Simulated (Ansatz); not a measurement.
# CuCl2 (I4/mmm) in Ansatz: convergence with scf exx energy threshold

Aim: find how far scf exx energy threshold must go before the results for CuCl2 settle, at HSE06. This setting moves, with any that are tied to it; all else stays.

Program: Ansatz 0.2.0. These are calculated values, not measurements. Logs are shortened: lines on timing, memory, paths and dates and some standing lists are left out, and cuts for length are marked.

## Step 1: Starting point

Symmetry: I4/mmm, No. 139, tetragonal system. The conventional cell has a = 4.510 Å, b = 4.510 Å, c = 13.720 Å, α = 90.00°, β = 90.00°, γ = 90.00°. Cu (site symmetry 4/mmm) is surrounded by 4 Cl at 2.25 Å. Cl (site symmetry mmm) has 2 Cu at 2.25 Å as nearest neighbours.

Measurements of this composition are mostly on another form, of space group No. 12.

## Step 2: With scf exx energy threshold 0.01

Contents of input.yaml:

```yaml
crystal:
  lattice:
    - [-2.254859, 2.254859, 6.859903]
    - [2.254859, -2.254859, 6.859903]
    - [2.254859, 2.254859, -6.859903]
  atoms:
    - { symbol: Cu, position: [0.0, 0.0, 0.0] }
    - { symbol: Cl, position: [0.0, 0.5, 0.5] }
    - { symbol: Cl, position: [0.5, 0.0, 0.5] }
hamiltonian:
  xc: hse06
  pseudopotentials: { kind: paw }
kpoints:
  mp_grid: { grid: [4, 4, 4] }
scf:
  occupations: { method: gaussian, width: 0.05 }
  exx: { energy_threshold: 0.01 }
output:
  forces: true
  stress: true
  eigenvalues: true
```

Potentials or basis: Ansatz PAW.

Started as:

```console
$ ansatz run input.yaml --threads 2 --pin off --max-ram 5632MiB --backend cpu --events-out ev --progress --plain --runs-dir out
```

The log of the run:

```text
Warning: output.stress: scf.convergence.dr2_threshold = 1e-7 eV (the SCF's general default) is looser than the 3e-10 eV advised for a printed stress (1e-10 eV for each atom of the cell: 3). What an SCF threshold leaves in a stress goes as its square root, and in the free energy as the threshold itself, and one threshold admits the most on a small cell: of the crystals measured, under no hybrid functional and no lock of the moments, on runs that ended without the residual-converged pass, on stresses that held no estimate of that error, the worst erred by over 100 MPa in a component at 1e-7 eV an atom and by under 5 at 1e-10. Set scf.convergence.dr2_threshold to 3e-10 eV or tighter. The threshold is an SCF's pass mark: one that does not reach it within its budget of iterations ends unconverged, or closes short of it on a stop that the run arms, and scf.convergence.dr2_threshold's page says what that costs each kind of run
Warning: output.stress: scf.exx.energy_threshold = 1e-2 eV is looser than the 3e-8 eV advised for a stress under a hybrid functional (1e-8 eV for each atom of the cell: 3). Every SCF of the exchange loop can meet its threshold on dr2 while the loop round them stops early: no threshold on dr2 bounds what that leaves in the stress. Set scf.exx.energy_threshold to 3e-8 eV or tighter. The threshold is the loop's pass mark: a loop that does not reach it within its budget of cycles ends unconverged, and scf.exx.energy_threshold's page has the law
Warning: RAYON_NUM_THREADS=2 ignored (pool sized by the plan → 2); use --threads N
basis.fft_grid_basis auto: the FFT boxes are laid along the combinations [[1, 0, 1], [0, 1, 1], [0, 0, 1]] of the cell's own vectors, 4.510, 4.510 and 7.565 Å long. The dense box has 32×32×54 points. Along the cell's own vectors, as sized, it would have 54×54×54, 2.85 times as many. Of the 16 symmetry operations that the crystal satisfies within crystal.symmetry.tolerance (time reversal apart; of a slab, those that keep its plane) the dense box along the cell's own vectors carries 16, and the one as laid loses 12 of those. basis.fft_grid_basis: typed keeps the cell's own vectors: state it where this run's energies or levels are differenced outside the engine with another run's, or held beside a run that keeps those vectors.
Engine: ansatz 0.2.0, aarch64-unknown-linux-gnu
Pseudopotentials: kind: paw
Pseudopotential: Cu, paw, valence charge 19, recommended cutoff 420 eV (normal), Cu.paw.azcp
Pseudopotential: Cl, paw, valence charge 7, recommended cutoff 420 eV (normal), Cl.paw.azcp
Functional definition: HSE06
  parameter a = 0.25
  parameter omega = 0.11/bohr
  exchange = pbe_x - a*pbe_x_sr(omega) + a*exact_x_sr(omega)
  correlation = pbe_c
Crystal: 3 atoms, lattice volume = 139.514 Å³
Basis set: ecut = 420 eV, 2759 PW (Γ), FFT grids on a1+a3, a2+a3, a3, exchange–correlation on 64×64×108 points (8 copies of the dense FFT grid, shifted against one another)
Bands: 21, of which v1, the nominal top of the filled ones, is band 17 counted from 1 (16 counted from 0)
Symmetry: 16 space group operations
Space group: I4/mmm (ITA 139), of the structure as read, at distance tolerance 5.2e-5 Å
k-points: 13 of 64
Non-local potential: Cu, projectors of the file, l = 0: 3, l = 1: 2, l = 2: 3, l = 3: 1
Non-local potential: Cl, projectors of the file, l = 0: 2, l = 1: 2, l = 2: 2
PAW form: soft (Blöchl's): semilocal exchange-correlation on the pseudo side does not see the compensation charge
PAW frozen core: Cu, regenerated for the run's functional, and the local potential with it (the file was generated under x = pbe(κ = 0.804, μ = 0.2195149727645171), c = pbe(β = 0.06672455060314922))
PAW frozen core: Cl, regenerated for the run's functional, and the local potential with it (the file was generated under x = pbe(κ = 0.804, μ = 0.2195149727645171), c = pbe(β = 0.06672455060314922))
PAW one-centre angular grid: Cu, 590 points (default); XC on 64 Gauss nodes
PAW one-centre angular grid: Cl, 110 points (default); XC on 64 Gauss nodes
Initial density: superposition of atomic densities (neutral atoms: chi_scale 0, normalization atom), corrected by the library's trained network
Initial wavefunctions: pseudopotential atomic-orbital guess
Functional: x = pbe(κ = 0.804, μ = 0.2195149727645171), c = pbe(β = 0.06672455060314922), warm-up for x = pbe(κ = 0.804, μ = 0.2195149727645171) + 0.25 (exact − pbe) at short range (hse, ω = 0.20786987370883472 Å⁻¹), c = pbe(β = 0.06672455060314922); HSE06 as pw.x's `hse` composes it (authors' and Libxc's form: `xc: wpbeh`)
SCF iter   1: F=—  HF=-8785.118321 eV  |F-HF|=—  |Δ(HF+E_count)|=         —  Δρ=1.84e-3  dr2=3.36e-3  ethr=1.77e-3  ⟨swp⟩=13.3  Hψ=1429  notcnv=0
[... 35 lines left out ...]
SCF iter   2: F=—  HF=-8785.344220 eV  |F-HF|=—  |Δ(HF+E_count)|=   5.41e-7  Δρ=1.22e-5  dr2=1.04e-7  ethr=2.99e-9  ⟨swp⟩=4.0  Hψ=793  notcnv=0
SCF iter   3: F=-8785.344220 eV  HF=-8785.344220 eV  |F-HF|=5.86e-9  |Δ(HF+E_count)|=   7.38e-9  Δρ=2.20e-6  dr2=5.29e-8  ethr=1.68e-10  ⟨swp⟩=3.2  Hψ=678  notcnv=0
SCF 3 converged in 3 iterations: F = -8785.344220 eV  dr2 = 5.29e-8
  Residual-converged pass: ⟨swp⟩=3.0  Hψ=531  notcnv=0  max |occ|·‖R‖ = 6.6e-6 eV (tolerance 6.7e-6 eV)  dr2=5.29e-8  dr2_onsite=1.51e-8  max |Δocc| = 1.6e-12
hybrid outer 2: dexx = +4.910e-7 eV, tail = 1.70e-7 eV, Δε = 5.80e-3 eV (about 4.19e-4 eV left of the loop's levels)
hybrid SCF converged: 2 outer / 10 inner (+10 warm-up), last move |dexx| = 4.91e-7 eV, tail = 1.70e-7 eV
Stability not checked: this state was not tested for a lower state beside it, because the functional holds exact exchange (a hybrid, or Hartree-Fock), whose exchange loop this test does not read (fock_operator; see scf.lower_state_search)
Free energy (F): -8785.344220 eV
Frozen-core exchange: fock
Harris-Foulkes:  -8785.344220 eV  (|F-HF|=5.86e-9)
Internal energy: -8785.338603 eV  (E = F + TS)
E sigma→0 (E₀):  -8785.341412 eV
Entropy (-TS):   -0.005618 eV (-1.873 meV/atom)
Fermi energy:    -1.891990 eV
--- Per-component energies (eV) ---
  E_band       = -878.421170
  E_kinetic    = 618.583032
  E_local      = -9472.050555  (includes V_loc(G=0)·N_el)
  E_nonlocal   = 459.457153
  E_hartree    = 4212.867961
  E_xc         = -241.022182
  E_vxc        = -282.684803  (∫ρ·V_xc dr)
  E_exx        = -138.967124  (= α·E_x^exact, valence–valence)
  E_paw        = -2911.774373  (= ΣΔE_a)
  E_vpaw       = -349.523396  (= ΣTr[D̂ρ^β])
  E_aug_tail   = 0.000458  (compensation charges beyond the density's cutoff)
  E_ewald      = -1311.985403
  E_core_change = -0.447566  (= ΣΔE_core)
  E_smearing   = -0.005618  (= −TS)
  E_closure    = -0.000004  (closes the sum)
  Σ components = -8785.344220   (vs F -8785.344220, Δ=-1.82e-12)
--- Forces (eV/Å), atoms counted from 1 ---
  atom   1  Cu     0.00000000     0.00000000    -0.00000000
  atom   2  Cl    -0.00000000     0.00000000     0.00000000
  atom   3  Cl     0.00000000     0.00000000    -0.00000000
  max |Σ_I F_I| component: 3.20e-30 eV/Å
--- Stress (GPa, compression-positive) ---
       -0.301829       0.000000       0.000000
        0.000000      -0.301829       0.000000
        0.000000       0.000000       0.000638
  P = ⅓ Tr σ = -0.2010 GPa (-2.010 kbar)
--- Band table (eV; the first three rows and the last of 13) ---
  k-point 0: bands = ["-120.0623", "-76.0549", "-76.0549", "-75.4922", "-18.5988", "-17.3802", "-6.6004", "-6.6004", "-6.1393", "-5.6320", "-5.6320", "-5.3242", "-5.2298", "-4.6073", "-3.8055", "-3.3062", "-3.3062", "1.9283", "4.1462", "6.5393", "7.6704"]
  k-point 1: bands = ["-120.0622", "-76.0551", "-76.0551", "-75.4922", "-18.2322", "-17.5995", "-7.8363", "-7.1426", "-6.6675", "-6.0277", "-5.9235", "-5.0725", "-4.3451", "-4.2539", "-3.6900", "-3.5142", "-1.8680", "3.9138", "5.1507", "5.3821", "7.5614"]
  k-point 2: bands = ["-120.0622", "-76.0554", "-76.0554", "-75.4922", "-17.8023", "-17.8023", "-8.9904", "-7.5139", "-7.3196", "-6.1749", "-6.1735", "-4.9878", "-4.4520", "-3.6044", "-3.5995", "-2.4215", "0.0966", "3.8961", "6.7993", "6.8664", "7.0902"]
  k-point 12: bands = ["-120.0622", "-76.0549", "-76.0549", "-75.4921", "-18.5987", "-17.3802", "-6.6007", "-6.6007", "-6.1393", "-5.6319", "-5.6319", "-5.3226", "-5.2459", "-4.6073", "-3.8028", "-3.3062", "-3.3062", "2.0448", "4.4110", "5.8317", "8.3894"]
```

It took 53 s on 2 threads of Arm Neoverse V1, shared host; peak memory 2 GiB.

What came out:

* Free energy: -8785.3442 eV
* Pressure: -0.2 GPa
* Band gap on the k mesh: none (metal or under the smearing width)

## Step 3: With scf exx energy threshold 0.001

Changes to input.yaml since step 2:

```diff
@@ -16,3 +16,3 @@
   occupations: { method: gaussian, width: 0.05 }
-  exx: { energy_threshold: 0.01 }
+  exx: { energy_threshold: 0.001 }
 output:
```

Potentials or basis: Ansatz PAW.

Started as:

```console
$ ansatz run input.yaml --threads 2 --pin off --max-ram 5632MiB --backend cpu --events-out ev --progress --plain --runs-dir out
```

Wall time 53 s (2 threads of Arm Neoverse V1, shared host); peak memory 2.1 GiB.

What came out:

* Free energy: -8785.3442 eV
* Pressure: -0.2 GPa
* Band gap on the k mesh: none (metal or under the smearing width)

## Step 4: With scf exx energy threshold 0.0001

Changes to input.yaml since step 3:

```diff
@@ -16,3 +16,3 @@
   occupations: { method: gaussian, width: 0.05 }
-  exx: { energy_threshold: 0.001 }
+  exx: { energy_threshold: 0.0001 }
 output:
```

Started as:

```console
$ ansatz run input.yaml --threads 2 --pin off --max-ram 5632MiB --backend cpu --events-out ev --progress --plain --runs-dir out
```

Wall time 53 s (2 threads of Arm Neoverse V1, shared host); peak memory 2 GiB.

Results:

* Free energy: -8785.3442 eV
* Pressure: -0.2 GPa
* Band gap on the k mesh: none (metal or under the smearing width)

## Step 5: With scf exx energy threshold 1e-05

Changes to input.yaml since step 4:

```diff
@@ -16,3 +16,3 @@
   occupations: { method: gaussian, width: 0.05 }
-  exx: { energy_threshold: 0.0001 }
+  exx: { energy_threshold: 1.0e-05 }
 output:
```

Started as:

```console
$ ansatz run input.yaml --threads 2 --pin off --max-ram 5632MiB --backend cpu --events-out ev --progress --plain --runs-dir out
```

Run time: 52 s. Hardware: 2 threads of Arm Neoverse V1, shared host; peak memory 2.1 GiB.

The run converged. Its results:

```yaml
Free_energy: -8785.3442 eV
Pressure: -0.2 GPa
Band_gap_on_the_k_mesh: none (metal or under the smearing width)
```

## Step 6: With scf exx energy threshold 1e-06

Changes to input.yaml since step 5:

```diff
@@ -16,3 +16,3 @@
   occupations: { method: gaussian, width: 0.05 }
-  exx: { energy_threshold: 1.0e-05 }
+  exx: { energy_threshold: 1.0e-06 }
 output:
```

Potentials or basis: Ansatz PAW.

Started as:

```console
$ ansatz run input.yaml --threads 2 --pin off --max-ram 5632MiB --backend cpu --events-out ev --progress --plain --runs-dir out
```

Wall time 52 s (2 threads of Arm Neoverse V1, shared host); peak memory 2 GiB.

The run converged. Its results:

| Property | Result |
| --- | --- |
| Free energy | -8785.3442 eV |
| Pressure | -0.2 GPa |
| Band gap on the k mesh | none (metal or under the smearing width) |

## Step 7: With scf exx energy threshold 1e-07

Changes to input.yaml since step 6:

```diff
@@ -16,3 +16,3 @@
   occupations: { method: gaussian, width: 0.05 }
-  exx: { energy_threshold: 1.0e-06 }
+  exx: { energy_threshold: 1.0e-07 }
 output:
```

Started as:

```console
$ ansatz run input.yaml --threads 2 --pin off --max-ram 5632MiB --backend cpu --events-out ev --progress --plain --runs-dir out
```

It took 58 s on 2 threads of Arm Neoverse V1, shared host; peak memory 2.1 GiB.

Results (log left out):

```yaml
Free_energy: -8785.3442 eV
Pressure: -0.2 GPa
Band_gap_on_the_k_mesh: none (metal or under the smearing width)
```

## Step 8: Result

```
scf exx energy threshold  energy less the tightest run, at zero smearing (meV/atom)  SCF cycles  CPU time (s)  peak memory (GiB)
                    0.01                                                       0.00          20           100                  2
                   0.001                                                       0.00          20           100                2.1
                  0.0001                                                       0.00          20           100                  2
                   1e-05                                                       0.00          21           100                2.1
                   1e-06                                                       0.00          21            99                  2
                   1e-07                                                       0.00          24           110                2.1
```

Against the tightest run, the energy stays within 1 meV/atom from 0.01 on. The tightest run that finished is the yardstick and may itself not be fully converged.

Caveats: all runs use coarse meshes; an odd number of electrons without spin polarisation forces a metal; a magnetic or distorted state may lie lower; the run has no spin polarisation, though such a crystal can be magnetic; the PAW data sets come from PBE, with cores solved anew for the run's functional, which leaves a small shift of forces and pressure; the thresholds are loose for stress.
